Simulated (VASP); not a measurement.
Write the native input for VASP 6.6.1 that does the following.

```yaml
Task: single point
Functional: PBE
Potentials_or_basis: VASP PAW PBE potentials, release 64 (Cu)
Cutoff: 500 eV
k_mesh: 13 × 13 × 13
Occupations: gaussian, width 0.05 eV
Spin: no spin polarisation
Further_INCAR_settings: ALGO = Normal; EDIFF = 1e-06; NBANDS = 12
```

The structure of Cu lies in POSCAR:

```
Cu
1.0
   -1.4427933200      1.4427933200      1.3760814500
    1.4427933200     -1.4427933200      1.3760814500
    1.4427933200      1.4427933200     -1.3760814500
Cu
1
Direct
    0.0000000000      0.0000000000      0.0000000000
```

This isn't the form of Cu at room conditions, which is fcc.

One way to write it, as run:

INCAR

```
ALGO     = Normal         # electronic algorithm
EDIFF    = 1E-6           # SCF threshold, eV
ENCUT    = 500            # plane-wave cutoff, eV
GGA      = PE             # functional
ISIF     = 2              # what is computed and relaxed
ISMEAR   = 0              # smearing method
LASPH    = True           # aspherical terms in the spheres
LCHARG   = False          # write CHGCAR
LREAL    = False          # projectors in reciprocal space
LWAVE    = False          # write WAVECAR
NBANDS   = 12             # bands
NELM     = 80             # most SCF steps
PREC     = Accurate       # precision mode
SIGMA    = 0.05           # smearing width, eV
```

KPOINTS

```
k-points
0
Gamma
  13 13 13
```

Potentials or basis: VASP PAW PBE potentials, release 64 (Cu).

The run is started by

```sh
$ cat potpaw_PBE.64/Cu/POTCAR > POTCAR
$ mpirun -np 1 vasp_std > vasp.out
```

Results of the run:

- Pressure: 7.7 GPa
- Band gap on the k mesh: none (metal or under the smearing width)

Run time: 12 s on 1 thread of Intel(R) Xeon(R) 6975P-C (Granite Rapids), with other jobs on the host, peak memory 0.12 GiB.
